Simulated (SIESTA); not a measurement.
The system is PbS (Galena).

```
Pb S
1.0
     0.00000    2.96575    2.96575
     2.96575    0.00000    2.96575
     2.96575    2.96575    0.00000
Pb S
1 1
Direct
  0.00000 0.00000 0.00000
  0.50000 0.50000 0.50000
```

Program: SIESTA 5.4.2. Alike in all runs: task band structure; no spin polarisation; cell as given; k mesh 8 × 8 × 8; smearing fermi-dirac 0.05 eV; grid cutoff 500 Ry.

Question: Order these runs on this cell by their pressure, lowest first.
A. level PBE; potentials or basis PseudoDojo 0.4 standard (PBE files), SZ (energy shift 0.003 Ry); energy shift 0.003 Ry
B. level RPBE; potentials or basis PseudoDojo 0.4 standard (PBE files), DZP (energy shift 0.003 Ry; two zetas on semicore shells); energy shift 0.003 Ry
C. level PBEsol; potentials or basis PseudoDojo 0.4 standard (PBEsol files), DZP (energy shift 0.003 Ry; two zetas on semicore shells); energy shift 0.003 Ry
D. level PBE; potentials or basis PseudoDojo 0.4 standard (PBE files), DZP (energy shift 0.01 Ry); energy shift 0.01 Ry

Answer: C (0.0 GPa), D (2.1 GPa), B (4.8 GPa), A (6.6 GPa).

Caveats: the basis of atomic orbitals isn't converged, which shifts pressures, moduli and gaps; semicore shells carry a single zeta, which can move pressures by several GPa and volumes by a few percent (some runs); the basis has no polarisation orbitals (some runs); the potentials were made for another functional, which shifts forces and pressure (some runs).
